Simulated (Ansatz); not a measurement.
**CdS: equation of state**

An exercise on one series of results from a longer session: the logs are not shown, and one member is left open.

Program: Ansatz 0.2.0. Level of theory: DFT PBE, scalar-relativistic. These are calculated values, not measurements.

## The system as given

Symmetry: F-43m, No. 216, cubic system. Conventional cell: a = 5.886 Å, b = 5.886 Å, c = 5.886 Å, α = 90.00°, β = 90.00°, γ = 90.00°. Around Cd (site symmetry -43m) lie 4 S at 2.55 Å. S (site symmetry -43m) is surrounded by 4 Cd at 2.55 Å.

Structure file:

```cif
data_structure
_symmetry_space_group_name_H-M 'F-43m'
_symmetry_Int_Tables_number 216
_cell_length_a 5.8859
_cell_length_b 5.8859
_cell_length_c 5.8859
_cell_angle_alpha 90.000
_cell_angle_beta 90.000
_cell_angle_gamma 90.000
_cell_volume 203.91
loop_
_atom_site_label
_atom_site_type_symbol
_atom_site_symmetry_multiplicity
_atom_site_Wyckoff_symbol
_atom_site_fract_x
_atom_site_fract_y
_atom_site_fract_z
_atom_site_occupancy
Cd1 Cd 4 a 0.00000 0.00000 0.00000 1
S1 S 4 c 0.25000 0.25000 0.25000 1
```

The file gives the conventional cell by its symmetry; the runs use the cell typed in the input.

Atoms are numbered in the order of the input: Cd1, S2.

The first run:

Contents of input.yaml:

```yaml
crystal:
  lattice:
    - [0.0, 2.8828763328, 2.8828763328]
    - [2.8828763328, 0.0, 2.8828763328]
    - [2.8828763328, 2.8828763328, 0.0]
  atoms:
    - { symbol: Cd, position: [0.0, 0.0, 0.0] }
    - { symbol: S, position: [0.75, 0.75, 0.75] }
kpoints:
  mp_grid: { grid: [7, 7, 7] }
  band_path:
    path:
      - [0.0, 0.0, 0.0]
      - [-0.5, -0.5, 0.0]
      - [-0.375, -0.375, 0.25]
      - [-0.375, 0.0, 0.375]
      - [0.0, 0.0, 0.0]
      - [0.0, 0.0, 0.5]
      - [-0.5, -0.25, 0.25]
      - [-0.5, -0.5, 0.0]
    npoints: 5
scf:
  occupations: { method: fermi_dirac, width: 0.02 }
hamiltonian:
  xc: pbe
  pseudopotentials: { kind: all_electron, lapw: { basis_error: 0.0005 } }
output:
  forces: true
  stress: true
  eigenvalues: true
```

Command:

```
ansatz run input.yaml --threads 1 --pin off --max-ram 3072MiB --backend cpu --events-out ev --progress --plain --runs-dir out
```

Among the steps run: Volume × 0.94, LAPW; Volume × 0.94, PAW; Volume × 0.94, crystal datasets; Volume × 0.98, LAPW; Volume × 0.98, PAW; Volume × 0.98, crystal datasets; Volume × 1.01, LAPW; Volume × 1.01, PAW; Volume × 1.01, crystal datasets; Volume × 1.04, LAPW; Volume × 1.04, PAW; Volume × 1.04, crystal datasets.

One table of the session follows, with a row left open; its other results are not shown here.

```
          method  volume (Å³/atom)  pressure (GPa)  gap on the k mesh (eV)
            LAPW            23.960            5.37                    1.22
            LAPW            24.979            2.43                    1.13
            LAPW            25.744            0.62                    1.06
            LAPW            26.508           -0.92                    1.00
             PAW            23.960            5.33                    1.22
             PAW            24.979            2.40                    1.13
             PAW            25.744            0.59                    1.06
             PAW            26.508           -0.95                    1.00
crystal datasets            23.960            5.37                    1.22
crystal datasets            24.979            2.43                    1.13
crystal datasets            25.744               ?                       ?
crystal datasets            26.508           -0.92                    1.00
```

Estimate the missing values for crystal datasets, 25.744.

**Answer.** pressure (GPa): 0.62; gap on the k mesh (eV): 1.07.

Caveats from the session: These are semilocal Kohn-Sham gaps, which aren't the measured quantity. Warnings in the runs' records: gradients without spin orbit, crystal datasets made.
